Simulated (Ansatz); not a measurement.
Crystal: Tc.

```
Tc
1.0
     0.00000    1.95000    1.95000
     1.95000    0.00000    1.95000
     1.95000    1.95000    0.00000
Tc
1
Direct
  0.00000 0.00000 0.00000
```

This isn't the form of Tc at room conditions, which is hcp.

```yaml
Program: Ansatz 0.2.0
Task: relaxation of cell and atoms
Functional: LDA
Potentials_or_basis: all-electron LAPW, scalar-relativistic
Basis_error_allowed: 0.001 eV/atom
k_mesh: 9 × 9 × 9
Occupations: fermi-dirac, width 0.05 eV
Spin: no spin polarisation
```

At the start: volume 14.83 Å³/atom.

How do energy, volume and symmetry change on relaxing?

Over 5 steps the energy falls by 66.5 meV/atom and the volume is 13.84 Å³/atom (-6.7 %); space group Fm-3m (No. 225, to 0.05 Å).

The path:
```
step  energy change (eV)  largest force (eV/Å)  volume (Å³)
   1              0.0000                0.0000        14.83
   2             -0.0653                0.0000        13.97
   3             -0.0665                0.0000        13.84
   4             -0.0665                0.0000        13.84
   5             -0.0665                0.0000        13.84
```

Final structure:
```
Tc
1.0
     0.00000    1.90557    1.90557
     1.90557    0.00000    1.90557
     1.90557    1.90557    0.00000
Tc
1
Direct
  0.00000 0.00000 0.00000
```

Caveat: the k mesh is thin for a metal, which can move the energy by tens of meV per atom.
